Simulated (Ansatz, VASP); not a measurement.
# One calculation of I, two programs

INCAR

```
ALGO = Normal ; EDIFF = 1E-6
ENCUT = 520 ; GGA = CA
ISIF = 2 ; ISMEAR = 0
LASPH = True ; LCHARG = False
LREAL = False ; LWAVE = False
NBANDS = 10 ; NELM = 100
PREC = Accurate ; SIGMA = 0.1
```

File KPOINTS:

```
k-points
0
Gamma
  7 7 11
```

POSCAR

```
I
1.0
    2.5383465792     -3.7066249365      0.0000000000
    2.5383465792      3.7066249365      0.0000000000
   -1.6208748370      0.0000000000      2.3810977968
I
1
Direct
    0.5000000000      0.5000000000      0.5000000000
```

File input.yaml:

```yaml
crystal:
  lattice:
    - [2.5383465792, -3.7066249365, 0.0]
    - [2.5383465792, 3.7066249365, 0.0]
    - [-1.620874837, 0.0, 2.3810977968]
  atoms:
    - { symbol: I, position: [0.5, 0.5, 0.5] }
hamiltonian:
  xc: lda
  pseudopotentials: { kind: paw }
kpoints:
  mp_grid: { grid: [7, 7, 11] }
scf:
  occupations: { method: gaussian, width: 0.1 }
output:
  forces: true
  stress: true
  eigenvalues: true
```

Alike in both runs: task single point; functional LDA; k mesh 7 × 7 × 11; occupations gaussian, width 0.1 eV; no spin polarisation.

|  | VASP | Ansatz |
| --- | --- | --- |
| version | VASP 6.6.1 | Ansatz 0.2.0 |
| potentials or method | VASP PAW LDA potentials, release 64 (I) | Ansatz PAW |
| plane-wave cutoff (eV) | 520 | 420 |
| valence electrons in the cell | 7 | 17 |

|  | VASP | Ansatz | Ansatz less VASP |
| --- | --- | --- | --- |
| gap on the k mesh at the Fermi level (eV) | none | none | - |
| pressure (GPa) | -1.3 | -1.3 | +0.03 |
| largest component of the traceless stress (GPa) | 0.32 | 0.29 | -0.032 |

A gap of «none» marks a metal or a gap that the smearing closes. The two sets of potentials don't hold the same shells in valence.

Caveats: an odd number of electrons without spin polarisation forces a metal; a magnetic or distorted state may lie lower; the PAW data sets come from PBE, with cores solved anew for the run's functional, which leaves a small shift of forces and pressure (Ansatz). Spin-orbit coupling is left out, which matters for the levels of I.
